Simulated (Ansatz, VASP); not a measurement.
## Os: VASP beside Ansatz

The input INCAR:

```
SYSTEM = Os
PREC = Accurate
ENCUT = 520
EDIFF = 1E-6
ISMEAR = 0
SIGMA = 0.1
LREAL = .False.
LASPH = .True.
NELM = 100
ALGO = Normal
ISIF = 2
LWAVE = .False.
LCHARG = .True.
GGA = CA
LELF = .True.
LVHAR = .True.
NBANDS = 10
```

Contents of KPOINTS:

```
regular mesh
0
Gamma
  8 8 8
  0 0 0
```

POSCAR

```
Os
1.0
   -1.5182944859      1.5182944859      1.5182944859
    1.5182944859     -1.5182944859      1.5182944859
    1.5182944859      1.5182944859     -1.5182944859
Os
1
Direct
    0.0000000000      0.0000000000      0.0000000000
```

Input for Ansatz:

```yaml
crystal:
  lattice:
    - [-1.5182944859, 1.5182944859, 1.5182944859]
    - [1.5182944859, -1.5182944859, 1.5182944859]
    - [1.5182944859, 1.5182944859, -1.5182944859]
  atoms:
    - { symbol: Os, position: [0.0, 0.0, 0.0] }
basis:
  ecutwfc: 420
kpoints:
  mp_grid: { grid: [8, 8, 8] }
hamiltonian:
  xc: lda
  pseudopotentials: { kind: paw, azcp: { folder: soft_1 } }
scf:
  occupations: { method: gaussian, width: 0.1 }
output:
  forces: true
  stress: true
  eigenvalues: true
```

This isn't the form of Os at room conditions, which is hcp.

Alike in both runs: task single point; functional LDA; k mesh 8 × 8 × 8; occupations gaussian, width 0.1 eV; no spin polarisation.

|  | VASP | Ansatz |
| --- | --- | --- |
| version | VASP 6.6.1 | Ansatz 0.2.0 |
| potentials or method | VASP PAW LDA potentials, release 64 (Os) | scalar-relativistic, plane waves, PAW |
| plane-wave cutoff (eV) | 520 | 420 |
| valence electrons in the cell | 8 | 16 |

```tsv
	VASP	Ansatz	Ansatz less VASP
gap on the k mesh at the Fermi level (eV)	none	none	-
pressure (GPa)	5.0	3.9	-1.16
```

A gap of «none» marks a metal or a gap that the smearing closes. The two sets of potentials don't hold the same shells in valence. Ansatz warned: «pseudo_functional_mismatch».

Caveats: the k mesh is coarse (spacing up to 0.37 Å⁻¹), so the values aren't converged. The runs have no spin-orbit coupling, so splittings on Os are missing.
